**Q:** I have cubic boron nitride here, computed with eight density functionals. The atoms and the structure are the same in every row, yet the stiffness isn't.

ABINIT 10.8.3, plane-wave Kohn–Sham DFT for cubic BN (F-43m, two-atom cell), without spin polarisation, spin–orbit coupling or dispersion correction; 13 × 13 × 13 k mesh, Fermi–Dirac smearing of 0.05 eV. Equilibrium volume, bulk modulus and its pressure derivative (the slope) come from a fit to energies at seven volumes from 5.60 to 6.32 Å³/atom.

| functional | potentials | wave cutoff | equilibrium volume (Å³/atom) | bulk modulus (GPa) | bulk modulus slope |
| --- | --- | --- | --- | --- | --- |
| LDA | PseudoDojo-NC-SR-LDA-v0.4.1-standard | 1142.88 eV | 5.743 | 400.5 | 3.650 |
| PBE | PseudoDojo-NC-SR-PBE-v0.4.1-standard | 1142.88 eV | 5.947 | 371.2 | 3.680 |
| PBEsol | PseudoDojo-NC-SR-PBEsol-v0.4.1-standard | 1142.88 eV | 5.869 | 385.1 | 3.670 |
| revPBE | JTH-PAW-PBE-v2.0 | 707.496 eV | 6.024 | 361.3 | 3.750 |
| BLYP | JTH-PAW-PBE-v2.0 | 707.496 eV | 6.057 | 355.2 | 3.770 |
| PW91 | JTH-PAW-PBE-v2.0 | 707.496 eV | 5.940 | 373.4 | 3.720 |
| SOGGA | JTH-PAW-PBE-v2.0 | 707.496 eV | 5.845 | 389.4 | 3.700 |
| WC | JTH-PAW-PBE-v2.0 | 707.496 eV | 5.864 | 385.5 | 3.700 |

Sorted by equilibrium volume, the bulk modulus falls at every step, from LDA down to BLYP. Is this just one crystal squeezed by different amounts?

**A:** That is a good first picture, and you can test it without adjusting anything. Call the equilibrium volume V, the bulk modulus B and the bulk modulus slope B′, which is the rise of B for each unit of applied pressure. Since B = −V dP/dV, a small compression changes B by dB/B = −B′ dV/V. With B′ held constant, this gives

B(V) = B₀ (V₀/V)^B′

Take V₀, B₀ and B′ from the PBE row, then squeeze that crystal to the volume of LDA.

**Q:** The volume ratio is 5.947/5.743 = 1.0355. Raised to the power 3.68 it gives 1.137, and times 371 GPa that makes 422 GPa. But LDA itself has only 400 GPa.

**A:** So LDA, the hardest row of the table, is about 22 GPa softer than a PBE crystal of the same size. That is 5% of its own modulus. Of LDA, only its volume entered the estimate; its modulus had no part in it. The order of the rows is unbroken, but the size of the steps is not what squeezing gives.

**Q:** Is LDA special, or does every row miss?

**A:** Most miss in a regular way. LDA misses the most, partly because it lies farthest from PBE: per percent of volume its miss is 6.3 GPa, against 5.6 for revPBE, the next largest. The rows clearly smaller than PBE come out softer than the squeezed PBE crystal, and those clearly larger, revPBE and BLYP, come out harder than the stretched one. PW91 lies too close to PBE to count, because the two were run with different potentials.

The cleanest view comes from LDA, PBEsol and PBE, which each have potentials made for their own functional. From PBE to PBEsol, the modulus rises by 2.9% for each percent of volume lost. From PBEsol to LDA it rises by only 1.9%. Squeezing alone would give nearly 4% in both steps, so both fall short, the step to LDA by much more.

**Q:** What would have to be true for the squeezing picture to be exact?

**A:** Two functionals would have to differ by the same pressure at every volume. Their energy curves would then differ by a straight line in volume. A straight line moves the minimum but has no curvature, and the bulk modulus is volume times curvature. At equal volume the two crystals would be equally stiff, so one would simply be the other under pressure.

**Q:** And here the pressure difference changes with volume?

**A:** Yes. At equal volume, PBEsol pushes outward more than LDA does. The calculated pressures show this extra push falling from 9.1 GPa in the smallest cell to 7.3 GPa in the largest.

Now stretch the crystal a little. In LDA the pressure drops because the bonds begin to pull. In PBEsol it drops for that reason and also because part of the extra push is lost. A pressure that drops faster on stretching is exactly what we call a stiffer crystal.

**Q:** Then at equal volume LDA should be the soft one.

**A:** It is. At a common volume of 5.721 Å³ per atom, the change of pressure between neighbouring volumes gives 407 GPa for LDA, 423 for PBEsol and 428 for PBE. The order of the three is turned round.

The gap of 21 GPa between PBE and LDA nearly equals the miss you found, so the shortfall is not caused by the simple power law. The curvature of the energies gives the same three moduli to within half a GPa. Both routes use the same runs, so this shows that the account is consistent, not that the functionals are right.

**Q:** So LDA is hard only because its cell is small?

**A:** Yes. Two effects compete as you go from PBE to LDA. Losing the outward push lets the cell shrink, and a shorter bond is a stiffer bond. Losing a push that fades on stretching also takes some stiffness away. The first effect is the larger one, so the modulus still rises, but by less than pure squeezing would give.

**Q:** Why should a functional push the atoms apart at all?

**A:** The numbers show the push; its origin has to be argued from theory. LDA treats each point as if it belonged to a uniform electron gas. Gradient corrections, on balance, lower the energy where the density varies strongly, as it does around separate atoms. Pressing atoms together fills the space between them and evens out the density there, so part of that gain is lost. The crystal resists this loss, and the resistance acts as an outward pressure.

The same argument suggests why the push fades. It comes from overlapping densities, and the overlap shrinks as the atoms move apart.

**Q:** That explains why LDA differs from the others. But why does each percent of volume lost bring so much less stiffness from PBEsol to LDA than from PBE to PBEsol?

**A:** Look at how quickly each push fades in proportion to its size. Its size sets how far the cell shrinks, and its fading sets how much stiffness is given back. Over the calculated range of volumes, the push of PBEsol over LDA loses about 20%. The push of PBE over PBEsol goes from 5.3 to 4.7 GPa, a loss of about 10%. The step to LDA therefore gives back more of the stiffness gained by shrinking. To first order, the gain per percent of volume lost is B′ less the percent by which the push fades per percent of stretch. That fading is about 1.8 for the first push and 0.9 for the second, which leaves about 1.8 and 2.8, close to the 1.9 and 2.9 found.

Why the first push fades faster, I can't tell from these data. PBEsol adds gradient terms to both the exchange and the correlation part of LDA, and no pair among the three rows with their own potentials separates the two.

**Q:** Do the other five functionals support the argument?

**A:** Three of them support its direction. SOGGA and WC have a weaker gradient correction to exchange than PBE and give smaller, harder crystals; revPBE has a stronger one and gives a larger, softer crystal. WC and revPBE part from PBE only beyond small gradients. But all five were run with potentials made for PBE, and their atomic spheres overlap. For BLYP the two routes to the modulus at the common volume differ by about 7.5 GPa. Its energies scatter about the fit some 38 times more than those of LDA, and a curvature taken from three points magnifies such scatter, so I wouldn't build a finer argument on these rows.

**Q:** If I compute a bulk modulus myself, what should I take from this?

**A:** Ask at which volume a modulus was taken before you compare functionals. If you fix the cell at a size other than the functional's own, you change the answer and can even reverse the order, as LDA shows. Which functional comes closest to a real crystal is a separate question. The table has no measured values to compare with, and the vibrations that slightly expand and soften a real crystal are missing from the calculation.
